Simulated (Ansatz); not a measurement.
**Ir: a strain scan**

Aim: for Ir, see how energy and stress answer to the strain pattern (0, 0, 1, 0, 0, 0).

Computed with Ansatz 0.2.0 (DFT PBE, scalar-relativistic, plane waves, PAW, unless a step's input says otherwise).

## 1. The structure to begin with

Symmetry: Fm-3m, No. 225, cubic system. The conventional cell has a = 3.839 Å, b = 3.839 Å, c = 3.839 Å, α = 90.00°, β = 90.00°, γ = 90.00°. Ir (site symmetry m-3m) has 12 Ir at 2.71 Å in its first shell of neighbours.

Structure file:

```
Ir
1.0
     0.00000    1.91970    1.91970
     1.91970    0.00000    1.91970
     1.91970    1.91970    0.00000
Ir
1
Direct
  0.00000 0.00000 0.00000
```

The cell is taken as given, not relaxed at this level.

## 2. The reference cell

The reference gives a free energy of -11935.3023 eV, pressure 9.13 GPa, largest force 0.000 eV/Å and gap on the mesh none (metal). It was computed beforehand with the settings of the runs below.

## 3. The scan: a strain scan

The cell is strained by ε times the Voigt pattern (0, 0, 1, 0, 0, 0) (xx, yy, zz, yz, xz, xy; engineering shear), with fractional coordinates fixed (clamped ions). The stress on the pattern is the sum of the stress components weighted by it, tension positive.

## 4. ε = -0.1000

input.yaml reads:

```yaml
crystal:
  lattice:
    - [0.0, 1.9197, 1.72773]
    - [1.9197, 0.0, 1.72773]
    - [1.9197, 1.9197, 0.0]
  atoms:
    - { symbol: Ir, position: [0.0, 0.0, 0.0] }
basis:
  ecutwfc: 420
kpoints:
  mp_grid: { grid: [22, 22, 22] }
hamiltonian:
  xc: pbe
scf:
  occupations: { method: gaussian, width: 0.15 }
output:
  forces: true
  stress: true
  eigenvalues: true
```

Command:

```sh
> ansatz run input.yaml --threads 1 --pin off --max-ram 2560MiB --backend cpu --events-out ev --progress --plain --runs-dir out
```

## 5. ε = 0.0750

Edit input.yaml of step 4 so:

```diff
@@ -2,4 +2,4 @@
   lattice:
-    - [0.0, 1.9197, 1.72773]
-    - [1.9197, 0.0, 1.72773]
+    - [0.0, 1.9197, 2.0636775]
+    - [1.9197, 0.0, 2.0636775]
     - [1.9197, 1.9197, 0.0]
```

## 6. Point ε = -0.0500

Edit input.yaml of step 5 so:

```diff
@@ -2,4 +2,4 @@
   lattice:
-    - [0.0, 1.9197, 2.0636775]
-    - [1.9197, 0.0, 2.0636775]
+    - [0.0, 1.9197, 1.823715]
+    - [1.9197, 0.0, 1.823715]
     - [1.9197, 1.9197, 0.0]
```

## 7. At ε = 0.0250

Edit input.yaml of step 6 so:

```diff
@@ -2,4 +2,4 @@
   lattice:
-    - [0.0, 1.9197, 1.823715]
-    - [1.9197, 0.0, 1.823715]
+    - [0.0, 1.9197, 1.9676925]
+    - [1.9197, 0.0, 1.9676925]
     - [1.9197, 1.9197, 0.0]
@@ -19 +19,5 @@
   eigenvalues: true
+  write_density: true
+  write_potential: true
+  elf: true
+  volumetric_format: npy
```

## 8. ε = 0.1000

Edit input.yaml of step 7 so:

```diff
@@ -2,4 +2,4 @@
   lattice:
-    - [0.0, 1.9197, 1.9676925]
-    - [1.9197, 0.0, 1.9676925]
+    - [0.0, 1.9197, 2.11167]
+    - [1.9197, 0.0, 2.11167]
     - [1.9197, 1.9197, 0.0]
```

## 9. At ε = -0.0750

input.yaml reads:

```yaml
crystal:
  lattice:
    - [0.0, 1.9197, 1.7757225]
    - [1.9197, 0.0, 1.7757225]
    - [1.9197, 1.9197, 0.0]
  atoms:
    - { symbol: Ir, position: [0.0, 0.0, 0.0] }
basis:
  ecutwfc: 420
kpoints:
  mp_grid: { grid: [22, 22, 22] }
hamiltonian:
  xc: pbe
scf:
  occupations: { method: gaussian, width: 0.15 }
output:
  forces: true
  stress: true
  eigenvalues: true
```

## 10. At ε = 0.0500

Edit input.yaml of step 9 so:

```diff
@@ -2,4 +2,4 @@
   lattice:
-    - [0.0, 1.9197, 1.7757225]
-    - [1.9197, 0.0, 1.7757225]
+    - [0.0, 1.9197, 2.015685]
+    - [1.9197, 0.0, 2.015685]
     - [1.9197, 1.9197, 0.0]
@@ -19 +19,5 @@
   eigenvalues: true
+  write_density: true
+  write_potential: true
+  elf: true
+  volumetric_format: npy
```

## 11. At ε = -0.0250

input.yaml reads:

```yaml
crystal:
  lattice:
    - [0.0, 1.9197, 1.8717075]
    - [1.9197, 0.0, 1.8717075]
    - [1.9197, 1.9197, 0.0]
  atoms:
    - { symbol: Ir, position: [0.0, 0.0, 0.0] }
basis:
  ecutwfc: 420
kpoints:
  mp_grid: { grid: [22, 22, 22] }
hamiltonian:
  xc: pbe
scf:
  occupations: { method: gaussian, width: 0.15 }
output:
  forces: true
  stress: true
  eigenvalues: true
```

## 12. ε = 0.0875

Edit input.yaml of step 11 so:

```diff
@@ -2,4 +2,4 @@
   lattice:
-    - [0.0, 1.9197, 1.8717075]
-    - [1.9197, 0.0, 1.8717075]
+    - [0.0, 1.9197, 2.08767375]
+    - [1.9197, 0.0, 2.08767375]
     - [1.9197, 1.9197, 0.0]
```

(Steps that only read results are left out.)

Before running it: what results should come out? Wanted: slope of the stress at ε = 0, over ±0.0250.

**Answer**, as computed:

| quantity | value |
| --- | --- |
| slope of the stress at ε = 0, over ±0.0250 | 644 GPa |

What this shows: The slope of the stress at zero strain, 644 GPa, estimates C33 with clamped ions in this Cartesian frame. The reference stands under 9.1 GPa, so this is no zero-stress constant. The energy drops below the reference, by 3.4 meV/atom at ε = 0.0250; the cell was taken as given and not relaxed at this level. Compression costs more than tension: 431.3 against 147.7 meV/atom at the ends. Spin-orbit coupling is left out for Ir.
